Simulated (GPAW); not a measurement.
## GPAW run on BeO (P6_3mc, 4 atoms in the cell): self-consistent single point

Method of the run: PBE, GPAW PAW datasets PBE (gpaw-data 1.0.1) (plane waves; GPAW).

This input was run:

```python
from ase import Atoms
from ase.units import GPa
from gpaw import GPAW

atoms = Atoms(['Be', 'Be', 'O', 'O'],
              cell=[[1.345950, -2.331254, 0.000000],
                    [1.345950, 2.331254, 0.000000],
                    [0.000000, 0.000000, 4.366860]],
              scaled_positions=[[0.666667, 0.333333, 0.500000],
                                [0.333333, 0.666667, 0.000000],
                                [0.666667, 0.333333, 0.878000],
                                [0.333333, 0.666667, 0.378000]],
              pbc=True)

calc = GPAW(mode={'name': 'pw', 'ecut': 950},
            xc='PBE',
            kpts={'size': (6, 6, 3), 'gamma': True},
            occupations={'name': 'fermi-dirac', 'width': 0.05},
            nbands=-8,
            convergence={'density': 1e-05, 'energy': 1e-05, 'bands': -6},
            symmetry={'symmorphic': False, 'tolerance': 0.0005},
            maxiter=100,
            txt='-')

atoms.calc = calc

energy = atoms.get_potential_energy()
print('Energy (eV):', round(energy, 6))
forces = atoms.get_forces()
print('Forces (eV/Ang):')
print(forces.round(5))
stress = atoms.get_stress()
print('Stress (GPa, Voigt):', (stress / GPa).round(4))
```

The program printed (abridged):

```
Input parameters:
  convergence: {bands: -6,
                density: 1e-05,
                energy: 1e-05}
  kpts: {gamma: True,
         size: (6, 6, 3)}
  maxiter: 100
  mode: {ecut: 950,
         name: pw}
  nbands: -8
  occupations: {name: fermi-dirac,
                width: 0.05}
  symmetry: {symmorphic: False,
             tolerance: 0.0005}
  xc: PBE

species:
  Be:
    name: Beryllium
    Z: 4.0
    valence: 2
    core: 2
    charge: 0.0
    file: Be.PBE.gz

    # Using partial waves for Be as LCAO basis

  O:
    name: Oxygen
    Z: 8.0
    valence: 6
    core: 2
    charge: 0.0
    file: O.PBE.gz

    # Using partial waves for O as LCAO basis

Reference energy: -4878.074549  # eV

Spin-paired calculation

Convergence criteria:
 Maximum [total energy] change in last 3 cyles: 1e-05 eV / valence electron
 Maximum integral of absolute [dens]ity change: 1e-05 electrons / valence electron
 Maximum integral of absolute [eigenst]ate change: 4e-08 eV^2 / valence electron
 Maximum number of scf [iter]ations: 100

Symmetries present (total): 12
Symmetries with fractional translations: 6
108 k-points: 6 x 6 x 3 Monkhorst-Pack grid + [1/12,1/12,0.000000]
14 k-points in the irreducible part of the Brillouin zone
       k-points in crystal coordinates                weights
   0:     0.00000000    0.00000000    0.00000000          1/108
   1:     0.00000000    0.00000000    0.33333333          2/108
   2:     0.16666667    0.00000000    0.00000000          6/108
   [... 7 lines left out ...]
          ...
  13:     0.50000000    0.50000000    0.33333333          6/108

Wave functions: Plane wave expansion
  Cutoff energy: 950.000 eV
  Number of coefficients (min, max): 1797, 1834
  Pulay-stress correction: 0.000000 eV/Ang^3 (de/decut=0.000000)

Occupation numbers: Fermi-Dirac:
  width: 0.0500  # eV

Eigensolver

Densities:
  Coarse grid: 20*20*32 grid
  Fine grid: 40*40*64 grid
  Total Charge: 0.000000

Density mixing:
  Method: separate
  Backend: pulay
  Linear mixing parameter: 0.05
  old densities: 5
  Damping of long wavelength oscillations: 50

Hamiltonian:
  XC and Coulomb potentials evaluated on a 40*40*64 grid
  External potential:
    NoExternalPotential

XC parameters: PBE with 2 nearest neighbor stencil

Number of atoms: 4
Number of atomic orbitals: 16
Number of bands in calculation: 16
Number of valence electrons: 16
Bands to converge: 10

Density initialized from atomic densities
  16 bands from LCAO basis set

Atomic positions and initial magnetic moments

Positions:
   0 Be     1.345950   -0.777086    2.183430    ( 0.0000,  0.0000,  0.0000)
   1 Be     1.345950    0.777086    0.000000    ( 0.0000,  0.0000,  0.0000)
   2 O      1.345950   -0.777086    3.834103    ( 0.0000,  0.0000,  0.0000)
   3 O      1.345950    0.777086    1.650673    ( 0.0000,  0.0000,  0.0000)

Unit cell:
           periodic     x           y           z      points  spacing
  1. axis:    yes    1.345950   -2.331254    0.000000    20     0.1166
  2. axis:    yes    1.345950    2.331254    0.000000    20     0.1166
  3. axis:    yes    0.000000    0.000000    4.366860    32     0.1365

  Lengths:   2.691900   2.691900   4.366860
  Angles:   90.000000  90.000000 120.000005

Effective grid spacing dv^(1/3) = 0.1289

     iter     time        total  log10-change:
                         energy   eigst   dens
iter:   1 --:--:--   -30.544749   +0.58
iter:   2 --:--:--   -30.053637   -1.13  -0.80
iter:   3 --:--:--   -28.595522   -0.99  -0.84
iter:   4 --:--:--   -28.580479   -2.06  -1.18
iter:   5 --:--:--   -28.604152   -2.68  -1.38
iter:   6 --:--:--   -28.605384   -3.12  -2.36
iter:   7 --:--:--   -28.602601   -3.71  -2.21
iter:   8 --:--:--   -28.602654   -5.00  -3.12
iter:   9 --:--:--   -28.602636c  -6.33  -3.39
iter:  10 --:--:--   -28.602632c  -6.09  -3.56
iter:  11 --:--:--   -28.602632c  -7.66c -4.43
iter:  12 --:--:--   -28.602632c  -9.37c -4.66
iter:  13 --:--:--   -28.602632c  -8.86c -4.69
iter:  14 --:--:--   -28.602632c  -9.95c -4.87
iter:  15 --:--:--   -28.602632c  -9.49c -4.87
iter:  16 --:--:--   -28.602632c -10.63c -4.94
iter:  17 --:--:--   -28.602632c  -9.21c -4.96
iter:  18 --:--:--   -28.602632c -10.53c -5.53c

Converged after 18 iterations.

Dipole moment: (-0.000000, 0.000000, 1.796207) |e|*Ang

Energy contributions relative to reference atoms: (reference = -4878.074549)

Kinetic:        +33.765519
Potential:      -32.058720
External:        +0.000000
XC:             -30.684193
Entropy (-ST):   -0.000000
Local:           +0.374762
SIC:             +0.000000
--------------------------
Free energy:    -28.602632
Extrapolated:   -28.602632

Showing only first 2 kpts
 Kpt  Band  Eigenvalues  Occupancy
  0     6      4.72413    2.00000
  0     7      4.77158    2.00000
  0     8     12.45234    0.00000
  0     9     16.45286    0.00000

  1     6      4.46432    2.00000
  1     7      4.46434    2.00000
  1     8     13.69321    0.00000
  1     9     15.59621    0.00000

Fermi level: 6.76674

Gap: 7.681 eV
Transition (v -> c):
  (s=0, k=0, n=7, [0.00, 0.00, 0.00]) -> (s=0, k=0, n=8, [0.00, 0.00, 0.00])
No difference between direct/indirect transitions
Energy (eV): -28.602632

Forces in eV/Ang:
  0 Be    0.00000   -0.00000    0.01067
  1 Be    0.00000    0.00000    0.01067
  2 O    -0.00000    0.00000   -0.01073
  3 O     0.00000   -0.00000   -0.01073

Stress tensor:
    -0.056428     0.000000     0.000000
     0.000000    -0.056428     0.000000
     0.000000     0.000000    -0.058319
Stress (GPa, Voigt): [-9.0407 -9.0407 -9.3438  0.      0.      0.    ]
```

The run converged in 18 iterations. GPAW prints stress with tension positive.

At such cutoffs GPAW's stress carries a finite-basis (Pulay) error, which enters relaxed cells too; its log prints stress with tension positive.

The starting cell has typed, rounded lattice constants, without a prior relaxation at this level. Its lattice was rescaled by up to half a per cent.
